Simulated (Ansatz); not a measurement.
# Cl: pressure up to the limit of the methods

One table from this session's results is given with a row withheld; the runs are named, their logs left out.

Method: DFT PBE, with the methods named in each step, in Ansatz 0.2.0.

## The starting structure

Symmetry: P6/mmm, No. 191, hexagonal system. The conventional cell has a = 7.339 Å, b = 7.339 Å, c = 2.272 Å, α = 90.00°, β = 90.00°, γ = 120.00°. Cl (site symmetry 6/mmm) has 2 Cl at 2.27 Å as nearest neighbours. Cl (site symmetry -6m2) is surrounded by 2 Cl at 2.27 Å.

Structure file:

```cif
data_structure
_symmetry_space_group_name_H-M 'P6/mmm'
_symmetry_Int_Tables_number 191
_cell_length_a 7.3393
_cell_length_b 7.3393
_cell_length_c 2.2723
_cell_angle_alpha 90.000
_cell_angle_beta 90.000
_cell_angle_gamma 120.000
_cell_volume 106.00
loop_
_atom_site_label
_atom_site_type_symbol
_atom_site_symmetry_multiplicity
_atom_site_Wyckoff_symbol
_atom_site_fract_x
_atom_site_fract_y
_atom_site_fract_z
_atom_site_occupancy
Cl1 Cl 1 a 0.00000 0.00000 0.00000 1
Cl2 Cl 2 d 0.33333 0.66667 0.50000 1
```

The file gives the conventional cell by its symmetry; the runs use the cell typed in the input.

Whether this phase is the stable one at these pressures isn't tested.

Atoms are numbered in the order of the input: Cl1, Cl2, Cl3.

Set-up of the first run:

Contents of input.yaml:

```yaml
crystal:
  lattice:
    - [7.3393471557, 0.0, 0.0]
    - [-3.6696735778, 6.356061084, 0.0]
    - [0.0, 0.0, 2.27225833]
  atoms:
    - { symbol: Cl, position: [0.0, 0.0, 0.0] }
    - { symbol: Cl, position: [0.3333333333, 0.6666666667, 0.5] }
    - { symbol: Cl, position: [0.6666666667, 0.3333333333, 0.5] }
kpoints:
  mp_grid: { grid: [8, 8, 11] }
  band_path:
    path:
      - [0.0, 0.0, 0.0]
      - [0.5, 0.0, 0.0]
      - [0.3333333333, 0.3333333333, 0.0]
      - [0.0, 0.0, 0.0]
      - [0.0, 0.0, 0.5]
      - [0.5, 0.0, 0.5]
      - [0.3333333333, 0.3333333333, 0.5]
      - [0.0, 0.0, 0.5]
      - [0.5, 0.0, 0.5]
    npoints: 14
scf:
  occupations: { method: fermi_dirac, width: 0.05 }
hamiltonian:
  xc: pbe
  pseudopotentials: { kind: all_electron, lapw: { basis_error: 0.001 } }
output:
  forces: true
  stress: true
  eigenvalues: true
  populations: true
  dos: { projected: true, de: 0.2, e_range: [-14, 8] }
```

On the command line:

```console
> ansatz run input.yaml --threads 1 --pin off --max-ram 3072MiB --backend cpu --events-out ev --progress --plain --runs-dir out
```

Steps of the session up to this table: The reference volume, LAPW; Volume scaled by 1, crystal datasets; Volume scaled by 1, norm-conserving; Volume scaled by 0.75, LAPW; Volume scaled by 0.65, LAPW; Volume scaled by 0.55, LAPW; Volume scaled by 0.55, norm-conserving; Volume scaled by 0.4, LAPW; Volume scaled by 0.4, crystal datasets; Volume scaled by 0.4, norm-conserving.

One table of the session follows, with a row left open; its other results are not shown here.

| method | volume over the first | volume (Å³/atom) | pressure (GPa) |
| --- | --- | --- | --- |
| LAPW | 1 | 35.333 | 0.02 |
| LAPW | 0.75 | 26.500 | 1.44 |
| LAPW | 0.65 | 22.967 | 3.98 |
| LAPW | 0.55 | 19.433 | 10.51 |
| LAPW | 0.4 | 14.133 | 44.49 |
| PAW | 1 | 35.333 | 0.00 |
| PAW | 0.75 | ? | ? |
| PAW | 0.65 | 22.967 | 3.95 |
| PAW | 0.55 | 19.433 | 10.48 |
| PAW | 0.4 | 14.133 | 44.40 |
| PAW (partial_waves polarizable) | 0.4 | 14.133 | 44.41 |
| crystal datasets | 1 | 35.333 | 0.02 |
| crystal datasets | 0.4 | 14.133 | 44.49 |
| norm-conserving | 1 | 35.333 | 0.01 |
| norm-conserving | 0.55 | 19.433 | 10.50 |
| norm-conserving | 0.4 | 14.133 | 44.41 |

Q: Estimate the row for PAW, 0.75 from the others.

**Answer.** volume (Å³/atom): 26.500; pressure (GPa): 1.42.

Limits of these values: Warnings in the runs' records: crystal datasets made.
